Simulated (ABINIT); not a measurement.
Crystal: FeO (Wuestite).

```
Fe O
1.0
     0.00000    2.15540    2.15540
     2.15540    0.00000    2.15540
     2.15540    2.15540    0.00000
Fe O
1 1
Direct
  0.00000 0.00000 0.00000
  0.50000 0.50000 0.50000
```

```yaml
Program: ABINIT 10.8.3 (patched build)
Task: relaxation of cell and atoms
Functional: PBEsol
Potentials_or_basis: PseudoDojo NC SR PBEsol v0.4.1 standard
Cutoff: 1225 eV
k_mesh: 8 × 8 × 8
Occupations: fermi-dirac, width 0.05 eV
Spin: collinear spin, ferromagnetic start
Starting_moments: "[3.0, 0.0] μB"
```

At the start: pressure -9.0 GPa; volume 10.01 Å³/atom.

Task: How do energy, volume and symmetry change on relaxing?

Result: Over 5 steps the energy falls by 14.0 meV/atom and the volume is 9.54 Å³/atom (-4.7 %); space group Fm-3m (No. 225, to 0.05 Å); moment 4.00 μB per cell.

Step by step:
```tsv
step	energy change (eV)	largest force (eV/Å)	pressure (GPa)	volume (Å³)
1	0.0000	0.0000	-9.03	20.03
2	-0.0227	0.0000	-4.13	19.48
3	-0.0279	0.0000	0.36	19.05
4	-0.0280	0.0000	-0.01	19.08
5	-0.0280	0.0000	0.00	19.08
```

Final structure:
```cif
data_structure
_symmetry_space_group_name_H-M 'P 1'
_symmetry_Int_Tables_number 1
_cell_length_a 2.9994
_cell_length_b 2.9994
_cell_length_c 2.9994
_cell_angle_alpha 60.000
_cell_angle_beta 60.000
_cell_angle_gamma 60.000
_cell_volume 19.08
loop_
_atom_site_label
_atom_site_type_symbol
_atom_site_fract_x
_atom_site_fract_y
_atom_site_fract_z
_atom_site_occupancy
Fe1 Fe 0.00000 0.00000 0.00000 1
O1 O 0.50000 0.50000 0.50000 1
```

Caveat: a cell with one magnetic atom can't hold antiferromagnetic order, which such compounds often take.
